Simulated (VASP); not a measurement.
# V (P6_3/mmc) in VASP: single point with PBE

Aim: the single point of V with PBE.

All numbers are computed with VASP 6.6.1; they aren't measurements. Logs are shortened: lines on timing, memory, paths and dates and some standing lists are left out, and cuts for length are marked.

### Step 1. Starting point

It takes space group P6_3/mmc (No. 194, hexagonal). Conventional cell: a = 2.604 Å, b = 2.604 Å, c = 4.723 Å, α = 90.00°, β = 90.00°, γ = 120.00°. V (site symmetry -6m2) has 12 V at 2.60 to 2.80 Å as nearest neighbours.

This isn't the form of V at room conditions, which is bcc.

### Step 2. Single point, PBE, collinear spin, typed start

INCAR

```
PREC = Accurate
ENCUT = 520
EDIFF = 1E-6
ISMEAR = 0
SIGMA = 0.1
LREAL = False
LASPH = True
NELM = 150
ALGO = Fast
ISIF = 2
LWAVE = False
LCHARG = False
ISPIN = 2
MAGMOM = 2 2
LORBIT = 11
LMAXMIX = 4
GGA = PE
NBANDS = 24
```

KPOINTS

```
regular mesh
0
Gamma
  9 9 4
```

POSCAR

```
V
1.0
    2.6042941027      0.0000000000      0.0000000000
   -1.3021470513      2.2553848518      0.0000000000
    0.0000000000      0.0000000000      4.7233360000
V
2
Direct
    0.6666666700      0.3333333300      0.7500000000
    0.3333333300      0.6666666700      0.2500000000
```

Potentials or basis: VASP PAW PBE potentials, release 64 (V_sv).

On the command line:

```sh
$ cat potpaw_PBE.64/V_sv/POTCAR > POTCAR
$ mpirun -np 1 vasp_std > vasp.out
```

OUTCAR:

```text
PREC = Accurate
   ENCUT = 520
   EDIFF = 1E-6
   ISMEAR = 0
   LREAL = False
   LASPH = True
   NELM = 150
   ISIF = 2
   ISPIN = 2
   LORBIT = 11
   GGA = PE

 ion  position               nearest neighbor table
   1  0.667  0.333  0.750-   2 2.80   2 2.80   2 2.80   2 2.80   2 2.80   2 2.80
   2  0.333  0.667  0.250-   1 2.80   1 2.80   1 2.80   1 2.80   1 2.80   1 2.80

  LATTYP: Found a hexagonal cell.
 ALAT       =     2.6042941027
 C/A-ratio  =     1.8136722712

  Lattice vectors:

 A1 = (   2.6042941027,   0.0000000000,   0.0000000000)
 A2 = (  -1.3021470513,   2.2553848518,   0.0000000000)
 A3 = (   0.0000000000,   0.0000000000,   4.7233360000)

Analysis of symmetry for initial positions (statically):
=====================================================================
 Subroutine PRICEL returns:
 Original cell was already a primitive cell.

 Routine SETGRP: Setting up the symmetry group for a
 hexagonal supercell.

 Subroutine GETGRP returns: Found 24 space group operations
 (whereof 12 operations were pure point group operations)
 out of a pool of 24 trial point group operations.

The static configuration has the point symmetry D_3d.
 The point group associated with its full space group is D_6h.

Analysis of symmetry for dynamics (positions and initial velocities):
=====================================================================
 Subroutine PRICEL returns:
 Original cell was already a primitive cell.

 Routine SETGRP: Setting up the symmetry group for a
 hexagonal supercell.

 Subroutine GETGRP returns: Found 24 space group operations
 (whereof 12 operations were pure point group operations)
 out of a pool of 24 trial point group operations.

The dynamic configuration has the point symmetry D_3d.
 The point group associated with its full space group is D_6h.

Analysis of structural, dynamic, and magnetic symmetry:
=====================================================================
 Subroutine PRICEL returns:
 Original cell was already a primitive cell.

 Routine SETGRP: Setting up the symmetry group for a
 hexagonal supercell.

 Subroutine GETGRP returns: Found 24 space group operations
 (whereof 12 operations were pure point group operations)
 out of a pool of 24 trial point group operations.

The overall configuration has the point symmetry D_3d.
 The point group associated with its full space group is D_6h.

 Subroutine INISYM returns: Found 24 space group operations
 (whereof 12 operations are pure point group operations),
 and found     1 'primitive' translations

----------------------------------------------------------------------------------------

                                     Primitive cell
[... 119 lines left out ...]
   IVDW    =     0    specifies the selected vdW correction
   LEPSILON=     F    determine dielectric tensor
   LRPA    =     F    only Hartree local field effects (RPA)
 spin polarized calculation
 RMM-DIIS sequential band-by-band and
 Gauss-broadening in eV      SIGMA  =   0.10
  energy-cutoff  :      520.00
  volume of cell :       27.74
 maximum number of plane-waves:       771
 NGX is ok and might be reduce to    20
   NGX =  9   NGY =  9   NGZ = 17

 number of electron      26.0000014 magnetization       0.0053835

 number of electron      26.0000014 magnetization      -0.0002106

 Free energy of the ion-electron system (eV)
  ---------------------------------------------------
  ext. energy  EPLUGINS =         0.00000000
  ---------------------------------------------------
  free energy    TOTEN  =       -17.49485037 eV

  energy without entropy =      -17.47392060  energy(sigma->0) =      -17.48438548

 E-fermi :   9.6857     XC(G=0): -12.7297

 val. band max:        9.6662445328   @ k =   0.3333   0.2222   0.0000
 cond. band min:       9.6900521404   @ k =   0.4444   0.1111   0.2500
 fundamental gap:      0.0238076076
 Fermi energy:         9.6857132142

 spin component 1

 k-point     1 :       0.0000    0.0000    0.0000
  band No.  band energies     occupation
      1     -54.3463      1.00000
      2     -54.2397      1.00000
      3     -28.4359      1.00000
      4     -27.8047      1.00000
      5     -27.6803      1.00000
      6     -27.6803      1.00000
[... 637 lines left out ...]
     23      21.6489      0.00000
     24      21.6489      0.00000

 [... further k-points ...]

 spin component 2

 k-point     1 :       0.0000    0.0000    0.0000
  band No.  band energies     occupation
      1     -54.3464      1.00000
      2     -54.2399      1.00000
      3     -28.4361      1.00000
      4     -27.8049      1.00000
      5     -27.6804      1.00000
      6     -27.6804      1.00000
[... 637 lines left out ...]
     23      21.6488      0.00000
     24      21.6488      0.00000

 [... further k-points ...]

------------------------ aborting loop because EDIFF is reached ----------------------------------------

  FORCE on cell =-STRESS in cart. coord.  units (eV):
  Direction    XX          YY          ZZ          XY          YZ          ZX
  --------------------------------------------------------------------------------------
  -------------------------------------------------------------------------------------
  Total        0.0570781      0.0570781     -0.1910770      0.0000000      0.0000000      0.0000000
  in kB        3.2962527      3.2962527    -11.0346705      0.0000000      0.0000000      0.0000000
  external PRESSURE =      -1.4807217 kB  Pullay stress =       0.0000000 kB

 VOLUME and BASIS-vectors are now :
 -----------------------------------------------------------------------------
  energy-cutoff  :      520.00
  volume of cell :       27.74
      direct lattice vectors                 reciprocal lattice vectors
     2.604294103  0.000000000  0.000000000     0.383981210  0.221691655  0.000000000
    -1.302147051  2.255384852  0.000000000     0.000000000  0.443383310  0.000000000
     0.000000000  0.000000000  4.723336000     0.000000000  0.000000000  0.211714771

 POSITION                                       TOTAL-FORCE (eV/Angst)
 -----------------------------------------------------------------------------------
      1.30215      0.75179      3.54250        -0.000000      0.000000      0.000000
     -0.00000      1.50359      1.18083         0.000000     -0.000000      0.000000
 -----------------------------------------------------------------------------------
    total drift:                               -0.000008      0.000005     -0.000000

  FREE ENERGIE OF THE ION-ELECTRON SYSTEM (eV)
  ---------------------------------------------------
  free  energy   TOTEN  =       -17.4948503704 eV

  energy  without entropy=      -17.4739205953  energy(sigma->0) =      -17.48438548

 total charge

# of ion       s       p       d       tot
------------------------------------------
    1        2.343   6.211   3.071  11.625
    2        2.343   6.211   3.071  11.625
--------------------------------------------------
tot          4.685  12.423   6.141  23.249

 magnetization (x)

# of ion       s       p       d       tot
------------------------------------------
    1       -0.000  -0.000  -0.000  -0.000
    2       -0.000  -0.000  -0.000  -0.000
--------------------------------------------------
tot         -0.000  -0.000  -0.000  -0.000
```

OSZICAR:

```text
N       E                     dE             d eps       ncg     rms          rms(c)
DAV:   1     0.315128067652E+03    0.31513E+03   -0.15404E+04  3488   0.124E+03
DAV:   2    -0.105179713705E+02   -0.32565E+03   -0.31611E+03  3512   0.418E+02
DAV:   3    -0.190310461893E+02   -0.85131E+01   -0.84820E+01  4016   0.804E+01
DAV:   4    -0.190871177449E+02   -0.56072E-01   -0.56068E-01  3816   0.692E+00
DAV:   5    -0.190879057194E+02   -0.78797E-03   -0.78797E-03  4024   0.752E-01    0.260E+01
RMM:   6    -0.172231220033E+02    0.18648E+01   -0.56952E+00  3577   0.191E+01    0.438E+00
RMM:   7    -0.174451632704E+02   -0.22204E+00   -0.37926E-01  3686   0.480E+00    0.413E+00
RMM:   8    -0.174787633381E+02   -0.33600E-01   -0.27499E-02  3781   0.155E+00    0.145E+00
RMM:   9    -0.174907509907E+02   -0.11988E-01   -0.71883E-03  3870   0.813E-01    0.612E-01
RMM:  10    -0.174944804663E+02   -0.37295E-02   -0.38182E-03  3741   0.475E-01    0.135E-01
RMM:  11    -0.174946786855E+02   -0.19822E-03   -0.29141E-04  3838   0.174E-01    0.793E-02
RMM:  12    -0.174947766161E+02   -0.97931E-04   -0.10653E-04  3799   0.101E-01    0.432E-02
RMM:  13    -0.174948116841E+02   -0.35068E-04   -0.23841E-05  3845   0.468E-02    0.317E-02
RMM:  14    -0.174948404577E+02   -0.28774E-04   -0.18022E-05  3766   0.332E-02    0.165E-02
RMM:  15    -0.174948460987E+02   -0.56410E-05   -0.28574E-06  2895   0.153E-02    0.985E-03
RMM:  16    -0.174948494029E+02   -0.33042E-05   -0.16400E-06  2497   0.104E-02    0.406E-03
RMM:  17    -0.174948503704E+02   -0.96748E-06   -0.77010E-07  2185   0.693E-03
   1 F= -.17494850E+02 E0= -.17484385E+02  d E =-.209298E-01  mag=    -0.0003
```

Wall time 45 s (1 thread of AMD EPYC 7R13 (Zen 3), shared host); peak memory 0.13 GiB.

Results:

```yaml
Free_energy: -17.4949 eV
Pressure: -0.1 GPa
Band_gap_on_the_k_mesh: none (metal or under the smearing width)
Net_moment: 0.00 μB per cell
Valence_electrons_inside_the_program's_atomic_spheres: V 11.62
```

Levels at points of the mesh, in eV from the Fermi level:
Spin up:
```
           k point  band 10  band 11  band 12  band 13  band 14  band 15  band 16  band 17
(0.00, 0.00, 0.00)    -3.43    -0.58    -0.22     0.32     0.32     0.64     0.64     1.83
(0.00, 0.00, 0.50)    -5.08    -1.02    -1.02     0.36     0.36     0.36     0.36     2.50
```
Spin down:
```csv
k point,band 11,band 12,band 13,band 14,band 15,band 16
"(0.00, 0.00, 0.00)",-0.58,-0.22,0.32,0.32,0.64,0.64
"(0.00, 0.00, 0.50)",-1.02,-1.02,0.36,0.36,0.36,0.36
```
